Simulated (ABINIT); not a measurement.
**BAs: changing the functional**

Symmetry: F-43m, No. 216, cubic system. Conventional cell: a = 4.777 Å, b = 4.777 Å, c = 4.777 Å, α = 90.00°, β = 90.00°, γ = 90.00°. Around As (site symmetry -43m) lie 4 B at 2.07 Å. B (site symmetry -43m) is surrounded by 4 As at 2.07 Å.

Kept alike: task single point; k mesh 6 × 6 × 6; occupations fixed; no spin polarisation. Program: ABINIT, SG15 NC PBE v1.2, cutoff 490 eV. The mesh is that of the run's cell of 2 atoms. No spin-orbit coupling.

| functional | band gap (eV) | pressure (GPa) |
| --- | --- | --- |
| PBE | 1.289 | 2.12 |
| PBE0 | 2.588 | -0.60 |

Pressure is positive in compression; the values hold the error of the finite cutoff, so their zero can differ a little from the energy's minimum. Spin-orbit coupling, left out here, moves the band edges of heavy atoms and can close or invert small gaps. Runs of this series that gave no sound value for these columns are left out. A gap read on the mesh alone can miss an edge between its points. All rows use potentials made for PBE.

Task: What does the functional change here?

Result: The band gap runs from 1.289 (PBE) to 2.588 eV (PBE0). Measured: 2.02 eV at 300 K (arxiv:1911.04914); nearest PBE0, 0.568 eV off. The runs are for a static lattice. The pressure runs from -0.60 (PBE0) to 2.12 GPa (PBE). A positive pressure means that the functional's own cell is larger than the one given, a negative one that it is smaller.
